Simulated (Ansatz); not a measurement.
## Random displacements in SnO₂

All numbers below come from Ansatz 0.2.0, DFT PBE, scalar-relativistic, plane waves, PAW. The runs took a 420 eV cutoff, a Γ-centred 6×6×8 mesh and Gaussian smearing (0.05 eV). No spin polarisation. Energies are free energies at this smearing, counted from the undisturbed cell; pressure is positive in compression.

Zero of the scan (relaxed at this level):

```
Sn O
1.0
     4.82770    0.00000    0.00000
     0.00000    4.82770    0.00000
     0.00000    0.00000    3.23799
Sn O
2 4
Direct
  0.00000 0.00000 0.00000
  0.50000 0.50000 0.50000
  0.30661 0.30661 0.00000
  0.19339 0.80661 0.50000
  0.69339 0.69339 0.00000
  0.80661 0.19339 0.50000
```

The atoms are displaced (Å, in the unstrained cell):

| atom | ux | uy | uz |
| --- | --- | --- | --- |
| Sn1 | -0.191 | -0.010 | -0.251 |
| Sn2 | 0.028 | -0.025 | 0.016 |
| O3 | 0.030 | -0.093 | -0.119 |
| O4 | -0.008 | 0.294 | -0.129 |
| O5 | -0.211 | 0.212 | 0.317 |
| O6 | 0.354 | -0.379 | 0.164 |

Strain (Voigt, engineering shear): (0.0319, 0.0298, -0.0174, -0.0092, 0.0099, 0.0137).

(1) What are the energy change, the stress and the forces?

Results:

(1) ΔE = 2397.1 meV/atom; stress (xx, yy, zz, yz, xz, xy; compression positive) (25.50, 35.19, 124.48, -55.95, 29.35, -25.24) GPa; gap on the mesh 0.10 eV.
| atom | Fx (eV/Å) | Fy | Fz |
| --- | --- | --- | --- |
| Sn1 | 18.66 | -24.65 | 51.43 |
| Sn2 | -3.01 | -0.21 | 0.95 |
| O3 | 1.43 | 1.51 | 0.87 |
| O4 | 4.14 | -5.48 | -2.03 |
| O5 | 1.15 | -0.79 | -2.56 |
| O6 | -22.37 | 29.62 | -48.66 |

Cost: 1 run of about 1.3 core-minutes, on AMD EPYC (Zen 3) (shared hosts).